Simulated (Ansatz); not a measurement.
**How the vibrations of Al3Cu2 change with volume**

Level of theory: DFT PBEsol, scalar-relativistic, plane waves, PAW in Ansatz 0.2.0. Plane waves to 420 eV; Γ-centred k mesh 12×12×8; Fermi-Dirac smearing of 0.15 eV. No spin polarisation. Phonons by linear response, acoustic sum rule imposed.

Equilibrium structure at this level:
Space group P-3m1 (No. 164). a = 4.101 Å, b = 4.101 Å, c = 4.986 Å, α = 90.00°, β = 90.00°, γ = 120.00°
| atom | site | symmetry | x | y | z |
| --- | --- | --- | --- | --- | --- |
| Al | 1a | -3m. | 0.0000 | 0.0000 | 0.0000 |
| Al | 2d | 3m. | 0.3333 | 0.6667 | 0.3517 |
| Cu | 2d | 3m. | 0.3333 | 0.6667 | 0.8428 |

In a metal, frequencies depend on the k mesh and the smearing, soft modes most.

Cells at 0.98 and 1.02 times the equilibrium volume were relaxed in shape and atoms; γ = −d ln ν / d ln V, modes matched by rank.

**Question.** Give the optical frequencies at Γ (cm⁻¹) at the three volumes and the mode Grüneisen parameters.

**Answer.**
| 0.98 V | V | 1.02 V | γ | degeneracy |
| --- | --- | --- | --- | --- |
| 132 | 125 | 119 | 2.68 | 2 |
| 160 | 154 | 148 | 2.06 | 1 |
| 189 | 183 | 178 | 1.48 | 1 |
| 207 | 200 | 192 | 1.93 | 2 |
| 281 | 271 | 261 | 1.92 | 2 |
| 334 | 322 | 310 | 1.92 | 2 |
| 335 | 322 | 311 | 1.86 | 1 |
| 368 | 355 | 343 | 1.76 | 1 |

**Question.** What pressures hold the two strained cells, and what bulk modulus follows?

**Answer.** 2.36 GPa at 0.98 V and -2.11 GPa at 1.02 V, so B = −dP/d ln V ≈ 112 GPa.